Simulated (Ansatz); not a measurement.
Nb, one cell by several methods

```
Nb
1.0
    -1.66395    1.66395    1.66395
     1.66395   -1.66395    1.66395
     1.66395    1.66395   -1.66395
Nb
1
Direct
  0.00000 0.00000 0.00000
```

The cell is COD entry 4111969, as deposited and not checked against the literature; nothing was relaxed. It differs from other determinations.

Levels of theory: DFT, PBE, PAW with Ansatz's default frozen-core files, scalar-relativistic (Ansatz 0.2.0); DFT, PBE, all-electron PAW with datasets made for the crystal, scalar-relativistic (Ansatz 0.2.0); DFT, PBE, all-electron LAPW, scalar-relativistic (Ansatz 0.2.0).

For PAW: a Γ-centred 15×15×15 k mesh, Fermi–Dirac smearing of 0.03 eV, cutoff 420 eV, no spin polarisation. The crystal-made all-electron datasets (AE datasets) take a cutoff of 240 eV at this cell. LAPW targets a basis error of 1 meV/atom. The Ansatz runs share mesh, smearing and spin set-up. Plane-wave (PAW) pressures include the program's estimate of the Pulay term.

Stress and pressure are positive in compression.

Levels count from the Fermi level.

| quantity | PAW | AE datasets | LAPW |
| --- | --- | --- | --- |
| pressure (GPa) | -2.49 | -2.49 | -2.49 |
| highest filled level at H (eV) | -3.609 | -3.609 | -3.609 |
| lowest empty level at H (eV) | 5.432 | 5.434 | 5.434 |
| highest filled level at N (eV) | -1.610 | -1.609 | -1.609 |
| lowest empty level at N (eV) | 2.169 | 2.168 | 2.168 |
